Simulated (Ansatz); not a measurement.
PbS (Galena) under changes of volume

One of the cells (26.086 Å³/atom); the others are scaled copies at fixed shape and fractional positions:

```
CELL_PARAMETERS angstrom
0.00000 2.96575 2.96575
2.96575 0.00000 2.96575
2.96575 2.96575 0.00000
ATOMIC_POSITIONS crystal
Pb 0.00000 0.00000 0.00000
S 0.50000 0.50000 0.50000
```

* Program: Ansatz 0.2.0
* Functional: RPBE
* Potentials or basis: Ansatz PAW
* Cutoff: 420 eV (not typed: the program's choice for these potentials)
* k mesh: 8 × 8 × 8
* Occupations: fermi-dirac, width 0.05 eV
* Spin: no spin polarisation

| volume (Å³/atom) | energy over the lowest point (meV/atom) | pressure (GPa) | gap on the mesh (eV) |
| --- | --- | --- | --- |
| 24.521 | 85.88 | 8.7 | 0.20 |
| 25.042 | 60.20 | 7.1 | 0.29 |
| 25.564 | 39.67 | 5.6 | 0.37 |
| 26.086 | 23.82 | 4.2 | 0.45 |
| 26.607 | ? | ? | ? |
| 27.129 | 4.36 | 1.9 | 0.59 |
| 27.651 | 0.00 | 0.8 | 0.66 |

Problem. What does the run at 26.607 Å³/atom give?

Solution. Energy over the lowest point 12.18 meV/atom; pressure 3.0 GPa; gap on the mesh 0.53 eV.

Worked out: A Birch-Murnaghan fit of order 3 (a polynomial in V^(-2/3)) to the other rows has its minimum at 28.13 Å³/atom, just outside them, with B0 = V·E''(V) = 47 GPa and B' = 4.4. It gives 12.19 meV/atom at 26.607 Å³/atom, against the run's 12.18, and -dE/dV = 3.0 GPa, against 3.0. A straight line through the other rows of the gap, of slope 3.8 eV per unit of ln V (its deformation potential), gives 0.52 eV, against the run's 0.53.

Energies are extrapolated to zero smearing.

Caveats: spin-orbit coupling is left out, which as a rule narrows the gap of such compounds by several tenths of an eV; the PAW data sets come from PBE, with cores solved anew for the run's functional, which leaves a small shift of forces and pressure.

A mesh can miss the band edges.
